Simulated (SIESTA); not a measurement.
Crystal: C.

```xyz
2
Lattice="0.0000 1.7834 1.7834 1.7834 0.0000 1.7834 1.7834 1.7834 0.0000" Properties=species:S:1:pos:R:3 pbc="T T T"
C     2.6751    2.6751    2.6751
C     1.7834    1.7834    1.7834
```

This isn't the form of C at room conditions, which is graphite.

```yaml
Program: SIESTA 5.4.2
Task: single point
Functional: PBE
Potentials_or_basis: PseudoDojo 0.4 standard (PBE files)
Basis: DZP (energy shift 0.003 Ry)
Grid_cutoff: 500 Ry
Energy_shift: 0.003 Ry
k_mesh: 13 × 13 × 13
Occupations: fermi-dirac, width 0.05 eV
Spin: no spin polarisation
```

On this cell: pressure 10.3 GPa; largest force zero by symmetry; band gap on the k mesh 4.29 eV, indirect (least direct gap 5.69 eV).

The same run follows on a disturbed copy (atoms moved at random, drawn with an rms of 0.05 Å):

```
C
1.0
     0.00000    1.78337    1.78337
     1.78337    0.00000    1.78337
     1.78337    1.78337    0.00000
C
2
Direct
  0.74778 0.75306 0.75416
  0.48928 0.49860 0.49360
```

Q: What does the disturbed cell give?

A: The energy moves by +22.5 meV/atom; pressure 11.1 GPa; largest force 1.772 eV/Å; band gap on the k mesh 3.37 eV, indirect (least direct gap 4.06 eV).

Forces on the atoms (eV/Å):
```
C   -0.956 -1.262 -0.795
C    0.956  1.262  0.795
```

Stress tensor (GPa, compression positive):
```
11.16 -1.21 -2.32
-1.21 11.01 -1.61
-2.32 -1.61 11.21
```

Caveats: an odd mesh through Γ misses points on the zone boundary, where band edges often lie; the basis of atomic orbitals isn't converged, which shifts pressures, moduli and gaps.
